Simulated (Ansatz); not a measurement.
The geometry is COD entry 9012501, unchecked; take it as a test cell. The listed cell was then made from it by scaling, straining or moving an atom.

Se: DFT, LDA, PAW with Ansatz's default frozen-core files, scalar-relativistic (Ansatz 0.2.0). What sets it apart from a plain run of this crystal: equal xx and yy strain of -2 %.

Command: `ansatz run input.yaml --threads 1 --pin off --max-ram 4096MiB --backend cpu --events-out ev --progress --plain --runs-dir out` The run took 8.3 s on 1 thread of Arm Neoverse V1 (shared host), peak memory 0.33 GiB.

```yaml
crystal:
  lattice:
    - [4.2788759499, 0.0, 0.0]
    - [-2.139437975, 3.7056152723, 0.0]
    - [0.0, 0.0, 4.9536]
  atoms:
    - { symbol: Se, position: [0.2254, 0.0, 0.3333333333] }
    - { symbol: Se, position: [0.0, 0.2254, 0.6666666667] }
    - { symbol: Se, position: [0.7746, 0.7746, 0.0] }
kpoints:
  mp_grid: { grid: [6, 6, 5] }
scf:
  occupations: { method: fermi_dirac, width: 0.03 }
hamiltonian:
  xc: lda
  pseudopotentials: { kind: paw }
output:
  forces: true
  stress: true
  eigenvalues: true
  efg: { contact_densities: true }
  write_density: true
  write_potential: true
  elf: true
  volumetric_format: npy
```

Output:

```
Engine: ansatz 0.2.0
Pseudopotentials: kind: paw
Pseudopotential: Se, paw, valence charge 16, recommended cutoff 420 eV (normal)
Functional definition: SPW92
  exchange = slater_x
  correlation = pw_c
Crystal: 3 atoms, lattice volume = 78.544 Å³
Basis set: ecut = 420 eV, 1511 PW (Γ)
Bands: 29, of which v1, the nominal top of the filled ones, is band 24 counted from 1 (23 counted from 0)
Symmetry: 6 space group operations
Space group: P3121 (ITA 152), of the structure as read, at distance tolerance 4.3e-5 Å
k-points: 27 of 180 (time reversal used)
Non-local potential: Se, projectors of the file, l = 0: 2, l = 1: 2, l = 2: 3, l = 3: 1
PAW form: soft (Blöchl's): semilocal exchange-correlation on the pseudo side does not see the compensation charge
PAW frozen core: Se, regenerated for the run's functional, and the local potential with it (the file was generated under x = pbe(κ = 0.804, μ = 0.2195149727645171), c = pbe(β = 0.06672455060314922))
PAW one-centre angular grid: Se, 590 points (default); XC on 64 Gauss nodes
Initial density: superposition of atomic densities (neutral atoms: chi_scale 0, normalization atom), corrected by the library's trained network
Initial wavefunctions: pseudopotential atomic-orbital guess
Functional: x = slater, c = lda
SCF iter   1: F=—  HF=-16149.646535 eV  |F-HF|=—  |Δ(HF+E_count)|=         —  Δρ=5.11e-3  dr2=8.79e-3  ethr=1.77e-3  ⟨swp⟩=6.1  Hψ=3606  notcnv=0
preconditioner: auto → Resta (q_TF=auto, 2.513 Å⁻¹)  ε∞=3.9  [insulator: Δε(μ)=1.198 eV  Ē_g=10.521 eV  σ=0.030 eV  W_gap=1.00  n_scr=20 (ndim 8)  ℏωp=17.8 eV  f_vac=0.080  D(μ)=0.00/eV (n_scr^D=0)  ε∞_Penn≈3.9]
SCF iter   2: F=—  HF=-16149.644537 eV  |F-HF|=—  |Δ(HF+E_count)|=   2.00e-3  Δρ=2.77e-3  dr2=2.80e-3  ethr=1.83e-5  ⟨swp⟩=1.6  Hψ=1023  notcnv=0
SCF iter   3: F=—  HF=-16149.644072 eV  |F-HF|=—  |Δ(HF+E_count)|=   4.65e-4  Δρ=2.35e-4  dr2=5.64e-5  ethr=5.83e-6  ⟨swp⟩=2.0  Hψ=1000  notcnv=0
SCF iter   4: F=—  HF=-16149.644074 eV  |F-HF|=—  |Δ(HF+E_count)|=   2.52e-6  Δρ=9.05e-5  dr2=7.20e-6  ethr=1.17e-7  ⟨swp⟩=2.0  Hψ=1321  notcnv=0
SCF iter   5: F=—  HF=-16149.644076 eV  |F-HF|=—  |Δ(HF+E_count)|=   1.84e-6  Δρ=2.32e-5  dr2=5.40e-7  ethr=1.50e-8  ⟨swp⟩=2.0  Hψ=1403  notcnv=0
SCF iter   6: F=-16149.644076 eV  HF=-16149.644076 eV  |F-HF|=2.11e-8  |Δ(HF+E_count)|=   6.80e-8  Δρ=6.79e-6  dr2=4.38e-8  ethr=2.08e-10  ⟨swp⟩=10.8  Hψ=6793  notcnv=0
SCF 1 converged in 6 iterations: F = -16149.644076 eV  dr2 = 4.38e-8
  greatest PAW one-centre occupation: 1.000 electrons in one spin orbital (limit 2), on the Se atom at site 1 (counted from 0), in its partial waves of l = 2
SCF converged after 6 iterations
Free energy (F): -16149.644076 eV
Harris-Foulkes:  -16149.644076 eV  (|F-HF|=2.11e-8)
Internal energy: -16149.644076 eV  (E = F + TS)
E sigma→0 (E₀):  -16149.644076 eV
Fermi energy:    7.703856 eV
--- Per-component energies (eV) ---
  E_band       = -1222.848276
  E_kinetic    = 354.726269
  E_local      = -7637.117717  (includes V_loc(G=0)·N_el)
  E_nonlocal   = -1763.506110
  E_hartree    = 3740.247143
  E_xc         = -309.670202
  E_vxc        = -293.939519  (∫ρ·V_xc dr)
  E_paw        = -5482.791600  (= ΣΔE_a)
  E_vpaw       = 636.489739  (= ΣTr[D̂ρ^β])
  E_aug_tail   = -0.001839  (compensation charges beyond the density's cutoff)
  E_ewald      = -5058.182106
  E_core_change = 6.652087  (= ΣΔE_core)
  E_smearing   = -0.000000  (= −TS)
  E_closure    = -0.000000  (closes the sum)
  Σ components = -16149.644076   (vs F -16149.644076, Δ=0.00e0)
--- Forces (eV/Å), atoms counted from 1 ---
  atom   1  Se     0.60356743     0.00000000     0.00000000
  atom   2  Se    -0.30178372     0.52270473    -0.00000000
  atom   3  Se    -0.30178372    -0.52270473    -0.00000000
  max |Σ_I F_I| component: 1.11e-16 eV/Å
--- Stress (GPa, compression-positive) ---
        0.007716      -0.000000      -0.000000
       -0.000000       0.007716       0.000000
        0.000000      -0.000000       1.935749
  P = ⅓ Tr σ = 0.6504 GPa (6.504 kbar)
--- PAW observables at the nuclei: V_zz in 10²¹ V/m², potentials from the cell's mean, atoms counted from 1 ---
  atom   1  Se V_zz =   -49.505386   η = 0.3596   by run symmetry: allowed
            electrostatic potential = -4708.067722 V   contact ρ = 261649.509669 e/Å³
  atom   2  Se V_zz =   -49.505386   η = 0.3596   by run symmetry: allowed
            electrostatic potential = -4708.067722 V   contact ρ = 261649.509671 e/Å³
  atom   3  Se V_zz =   -49.505386   η = 0.3596   by run symmetry: allowed
            electrostatic potential = -4708.067722 V   contact ρ = 261649.509671 e/Å³
--- Band table (eV; the first three rows and the last of 27) ---
  k-point 0: bands = ["-41.3337", "-41.3337", "-41.2918", "-41.2837", "-41.2837", "-41.2318", "-41.1199", "-41.1141", "-41.1141", "-41.0675", "-41.0675", "-41.0639", "-41.0435", "-41.0147", "-41.0147", "-9.0020", "-4.7397", "-4.7397", "3.2609", "3.2609", "3.2846", "5.0397", "5.0397", "6.7515", "8.9799", "8.9799", "9.3415", "13.1568", "13.4079"]
  k-point 1: bands = ["-41.3461", "-41.3187", "-41.2930", "-41.2886", "-41.2759", "-41.2369", "-41.1197", "-41.1164", "-41.1117", "-41.0689", "-41.0662", "-41.0641", "-41.0410", "-41.0200", "-41.0113", "-8.8084", "-6.1147", "-3.3934", "2.7341", "3.3962", "3.5800", "5.0921", "5.3638", "6.4557", "8.6475", "8.6961", "8.9730", "13.8056", "13.9710"]
  k-point 2: bands = ["-41.3529", "-41.3054", "-41.2971", "-41.2911", "-41.2643", "-41.2496", "-41.1192", "-41.1181", "-41.1103", "-41.0698", "-41.0651", "-41.0644", "-41.0346", "-41.0270", "-41.0096", "-8.2368", "-7.3182", "-2.4465", "2.2020", "3.6393", "3.7422", "5.3502", "5.8324", "5.8402", "8.2760", "8.3773", "8.4503", "13.2479", "14.0983"]
  k-point 26: bands = ["-41.3528", "-41.3050", "-41.2968", "-41.2910", "-41.2643", "-41.2496", "-41.1193", "-41.1182", "-41.1101", "-41.0703", "-41.0649", "-41.0641", "-41.0361", "-41.0279", "-41.0078", "-7.7029", "-6.9227", "-3.6650", "1.2584", "1.6912", "2.3575", "5.6129", "6.6026", "7.0559", "8.3958", "9.9131", "10.0695", "13.6129", "14.8845"]
```
